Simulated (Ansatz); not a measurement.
**GaP (F-43m): all-electron equation of state**

A script is to give an all-electron equation of state; the system is GaP (F-43m).

Program: the Python package of Ansatz 0.2.0. Level of theory: DFT PBE, all-electron LAPW. These are calculated values, not measurements.

**1. Starting point**

The structure is cubic, space group F-43m (No. 216). Conventional cell: a = 5.451 Å, b = 5.451 Å, c = 5.451 Å, α = 90.00°, β = 90.00°, γ = 90.00°. Ga (site symmetry -43m) has 4 P at 2.36 Å as nearest neighbours. P (site symmetry -43m) is surrounded by 4 Ga at 2.36 Å.

No structure file is read: the coordinates are typed or built in the script.

**2. Script**

Contents of gap.py:

```python
'''E(V) of GaP on LAPW.'''

import ansatz as az
from ase.eos import EquationOfState
from ase.units import GPa
import numpy as np

vectors0 = np.array([
    [0.0, 2.72525, 2.72525],
    [2.72525, 0.0, 2.72525],
    [2.72525, 2.72525, 0.0],
])
sites = [
    ('Ga', (0.0, 0.0, 0.0)),
    ('P', (0.25, 0.25, 0.25)),
]


def on_lattice(cell):
    crystal = az.Crystal(lattice=az.Lattice.of(cell))
    for symbol, position in sites:
        crystal = crystal.atom(symbol, position)
    return crystal

volumes, energies = [], []
for scale in np.linspace(0.92, 1.08, 5):
    cell = vectors0 * scale ** (1 / 3)
    setup = on_lattice(cell).calculation()
    setup = setup.functional('pbe')
    setup = setup.occupations('fixed')
    setup = setup.kpoints(6, 6, 6)
    setup = setup.pseudopotentials('all_electron', lapw=True, basis_error=0.0005)
    r = setup.run().report
    volumes.append(abs(np.linalg.det(cell)) / len(sites))
    energies.append(r['free_energy_ev'] / len(sites))
    print(f'{scale:.3f} {volumes[-1]:9.4f} A^3/atom {energies[-1]:16.5f} eV/atom  (estimated basis error {1000 * r["lapw_basis_errors"]["total_ev_per_atom"]:.2f} meV/atom)')
v0, e0, bulk = EquationOfState(volumes, energies, eos='birchmurnaghan').fit()
print(f'V0 = {v0:.4f} A^3/atom, B0 = {bulk / GPa:.1f} GPa')
```

**3. The calls as engine input**

The package turns the script's settings into the engine's input (first run):

```yaml
crystal:
  lattice:
    - [0.0, 2.6505476986529373, 2.6505476986529373]
    - [2.6505476986529373, 0.0, 2.6505476986529373]
    - [2.6505476986529373, 2.6505476986529373, 0.0]
  atoms:
    - { symbol: Ga, position: [0.0, 0.0, 0.0] }
    - { symbol: P, position: [0.25, 0.25, 0.25] }
kpoints:
  mp_grid:
    grid: [6, 6, 6]
hamiltonian:
  xc: pbe
  pseudopotentials:
    kind: all_electron
    lapw:
      basis_error: 0.0005
scf:
  occupations:
    method: fixed
```

**4. Running it**

Started as:

```bash
> python gap.py
```

The program printed:

```text
0.920   18.6212 A^3/atom     -31104.76323 eV/atom  (estimated basis error 0.22 meV/atom)
0.960   19.4308 A^3/atom     -31104.80759 eV/atom  (estimated basis error 0.22 meV/atom)
1.000   20.2404 A^3/atom     -31104.82982 eV/atom  (estimated basis error 0.22 meV/atom)
1.040   21.0500 A^3/atom     -31104.83417 eV/atom  (estimated basis error 0.23 meV/atom)
1.080   21.8596 A^3/atom     -31104.82410 eV/atom  (estimated basis error 0.23 meV/atom)
V0 = 20.8651 A^3/atom, B0 = 77.0 GPa
```

Run time: 31 s. Hardware: 1 thread of Intel Xeon Platinum 8259CL at 2.50GHz (Skylake/Cascade Lake), shared host; peak memory 0.37 GiB.

**5. Inputs of later runs**

The engine's inputs for some of the other runs:

Run 3, against run 1:

```diff
@@ -3,3 +3,3 @@
-    - [0.0, 2.6505476986529373, 2.6505476986529373]
-    - [2.6505476986529373, 0.0, 2.6505476986529373]
-    - [2.6505476986529373, 2.6505476986529373, 0.0]
+    - [0.0, 2.72525, 2.72525]
+    - [2.72525, 0.0, 2.72525]
+    - [2.72525, 2.72525, 0.0]
```

Run 4, against run 1:

```diff
@@ -3,3 +3,3 @@
-    - [0.0, 2.6505476986529373, 2.6505476986529373]
-    - [2.6505476986529373, 0.0, 2.6505476986529373]
-    - [2.6505476986529373, 2.6505476986529373, 0.0]
+    - [0.0, 2.761112665260938, 2.761112665260938]
+    - [2.761112665260938, 0.0, 2.761112665260938]
+    - [2.761112665260938, 2.761112665260938, 0.0]
```

Run 5, against run 1:

```diff
@@ -3,3 +3,3 @@
-    - [0.0, 2.6505476986529373, 2.6505476986529373]
-    - [2.6505476986529373, 0.0, 2.6505476986529373]
-    - [2.6505476986529373, 2.6505476986529373, 0.0]
+    - [0.0, 2.796067169208401, 2.796067169208401]
+    - [2.796067169208401, 0.0, 2.796067169208401]
+    - [2.796067169208401, 2.796067169208401, 0.0]
```

Lines on the test bed's own set-up are left out of the output.

**6. The runs side by side**

The 5 runs, in the order started:

```csv
run,volume (Å³/atom),energy from run 4 (meV/atom),gap on the mesh (eV),SCF cycles,CPU time (s)
1,18.621,70.94,1.46,7,6
2,19.431,26.58,1.56,7,5.7
3,20.240,4.35,1.65,7,5.7
4,21.050,0.00,1.51,7,5.7
5,21.860,10.07,1.20,7,5.6
```

**7. Summary of results**

| quantity | value |
| --- | --- |
| runs compared | 5 |
| range of energy | 70.94 meV/atom |
| lowest point, volume (Å³/atom) | 21.050 |
| equilibrium volume (fit) | 20.87 Å³/atom |
| bulk modulus (fit) | 77 GPa |

In words: A third-order Birch-Murnaghan fit through the 5 points has its minimum at 20.87 Å³ an atom, 3.1 % above the typed cell, with a bulk modulus of 77 GPa and dB/dP = 4.5. From that minimum the energy rises by 71.3 meV an atom on the compressed side and 10.5 meV on the expanded side. All-electron totals depend on functional, relativistic treatment and basis; only differences at equal settings carry meaning.
